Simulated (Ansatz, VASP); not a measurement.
Re in VASP and in Ansatz

File INCAR:

```
ALGO = Normal
EDIFF = 1E-6
ENCUT = 520
ISIF = 2
ISMEAR = 0
LASPH = T
LCHARG = F
LREAL = F
LWAVE = F
NBANDS = 10
NELM = 100
PREC = Accurate
SIGMA = 0.1
```

File KPOINTS:

```
k-points
0
Gamma
  8 8 8
```

The input POSCAR:

```
Re
1.0
    0.0000000000      1.9442962850      1.9442962850
    1.9442962850      0.0000000000      1.9442962850
    1.9442962850      1.9442962850      0.0000000000
Re
1
Direct
    0.0000000000      0.0000000000      0.0000000000
```

Input for Ansatz:

```yaml
crystal:
  lattice:
    - [0.0, 1.944296285, 1.944296285]
    - [1.944296285, 0.0, 1.944296285]
    - [1.944296285, 1.944296285, 0.0]
  atoms:
    - { symbol: Re, position: [0.0, 0.0, 0.0] }
basis:
  ecutwfc: 420
kpoints:
  mp_grid: { grid: [8, 8, 8] }
hamiltonian:
  xc: lda
  pseudopotentials: { kind: paw, azcp: { folder: soft_1 } }
scf:
  occupations: { method: gaussian, width: 0.1 }
output:
  forces: true
  stress: true
  eigenvalues: true
```

This isn't the form of Re at room conditions, which is hcp.

Alike in both runs: task single point; functional LDA; k mesh 8 × 8 × 8; occupations gaussian, width 0.1 eV; no spin polarisation.

|  | VASP | Ansatz |
| --- | --- | --- |
| version | VASP 6.6.1 | Ansatz 0.2.0 |
| potentials or method | VASP PAW LDA potentials, release 64 (Re) | scalar-relativistic, plane waves, PAW |
| plane-wave cutoff (eV) | 520 | 420 |
| valence electrons in the cell | 7 | 15 |

```tsv
	VASP	Ansatz	Ansatz less VASP
gap on the k mesh at the Fermi level (eV)	none	none	-
pressure (GPa)	-7.7	-9.0	-1.24
```

A gap of «none» marks a metal or a gap that the smearing closes. The two sets of potentials don't hold the same shells in valence. Ansatz warned: «pseudo_functional_mismatch».

Spin-orbit coupling is left out, which matters for the levels of Re.
